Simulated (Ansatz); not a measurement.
# Hf: pressure and energy less free atoms against volume scale

Results calculated with Ansatz 0.2.0, not measured. Periodic Kohn-Sham DFT of a crystal at fixed atoms, scaled to volume_scale times the given cell; pressure positive in compression, energy less spherical unpolarised free atoms, largest_vzz the field gradient of largest size among the nuclei.

The cell before it is scaled or strained (space group P6_3/mmc, No. 194):
```
cell vectors (Å)
   3.1967     0.0000     0.0000
  -1.5983     2.7684     0.0000
   0.0000     0.0000     5.0578
atoms (fractions of the cell vectors)
Hf  0.33333  0.66667  0.25000
Hf  0.66667  0.33333  0.75000
```

Settings of every row: method all-electron LAPW; functional PBE; relativity scalar; k mesh 13x13x7; filling fermi-dirac; smearing width 0.05 eV; basis error target 0.5 meV/atom; nucleus gaussian.

Atom start moment: 0 on all atoms.

Limits: no spin-orbit coupling on heavy atoms.

| row | volume scale | V (Å³/atom) | pressure (GPa) | energy less free atoms (eV/atom) |
| --- | --- | --- | --- | --- |
| 1 | 0.94 | 21.037 | 8.382 | -7.2901 |
| 2 | 0.9405 | 21.049 | 8.31 | -7.2906 |
| 3 | 0.96 | 21.485 | 5.63 | -7.3096 |
| 4 | 0.97 | 21.709 | ? | ? |
| 5 | 0.98 | 21.933 | 3.11 | -7.3217 |
| 6 | 1 | 22.38 | 0.802 | -7.3271 |
| 7 | 1.01 | 22.604 | -0.278 | -7.3275 |
| 8 | 1.02 | 22.828 | -1.312 | -7.3264 |
| 9 | 1.03 | 23.052 | -2.3 | -7.3238 |
| 10 | 1.04 | 23.275 | -3.246 | -7.32 |
| 11 | 1.06 | 23.723 | -5.017 | -7.3084 |

Question: what pressure and energy less free atoms should row 4 give?

Worked fit of pressure. Take u = (V_r/V)^(2/3) − 1 with V_r = 22.492 Å³ an atom, which is twice the finite (Eulerian) strain; such expansions in the strain, on which the Birch-Murnaghan equation of state is built, carry the rest volume and the bulk modulus. The shown rows have u = 0.04559, 0.0452, 0.03101, 0.01692, 0.00333, -0.00331, -0.00984, -0.01626, -0.02256, -0.0349. Least squares give pressure = 0.2572 + 162.867 × u + 337.17 × u² GPa; a straight line predicts inner rows, each left out in turn, worse (root mean square 0.2 against 0.002 GPa). The rows lie off it by -0.001, 0.002, -0.002, 0.001, -0.001, 0.000, 0.001, 0.002, -0.001, -0.001. The pressure vanishes at u = -0.0016, or V = 22.55 Å³ an atom, and there the bulk modulus at fixed shape and fractions is B = −V dP/dV = (2/3)(1 + u) dP/du = 108 GPa. Letting shape and atoms relax would as a rule lower it, by much in layered, chain or molecular crystals. The withheld row has u = 0.0239, so the fit gives 0.2572 + 162.867 × (0.0239) + 337.17 × (0.0239)² = 4.342 GPa.

The calculation gave 4.343 GPa. The fit lies 0.001 GPa (0.0075 % of the column's range) below it, one unit of the last digit.

Worked fit of energy less free atoms. Take u = (V_r/V)^(2/3) − 1 with V_r = 22.492 Å³ an atom, which is twice the finite (Eulerian) strain; such expansions in the strain, on which the Birch-Murnaghan equation of state is built, carry the rest volume and the bulk modulus. The shown rows have u = 0.04559, 0.0452, 0.03101, 0.01692, 0.00333, -0.00331, -0.00984, -0.01626, -0.02256, -0.0349. Least squares give energy less free atoms = −7.32748 + 0.0483 × u + 16.973 × u² eV/atom; a straight line predicts inner rows, each left out in turn, worse (root mean square 0.01 against 8e-05 eV/atom). The rows lie off it by -0.0001, 0.0000, 0.0001, 0.0001, 0.0000, 0.0000, -0.0001, 0.0000, -0.0001, 0.0001. Its lowest point lies at u = -0.0014, or V = 22.54 Å³ an atom, and the curvature there gives the bulk modulus at fixed shape and fractions, B = (4/9)(1 + u)² E″(u)/V = 107 GPa. Letting shape and atoms relax would as a rule lower it, by much in layered, chain or molecular crystals. The withheld row has u = 0.0239, so the fit gives −7.32748 + 0.0483 × (0.0239) + 16.973 × (0.0239)² = -7.3166 eV/atom.

The calculation gave -7.3165 eV/atom. The fit lies 0.0001 eV/atom (0.27 % of the column's range) below it, one unit of the last digit.
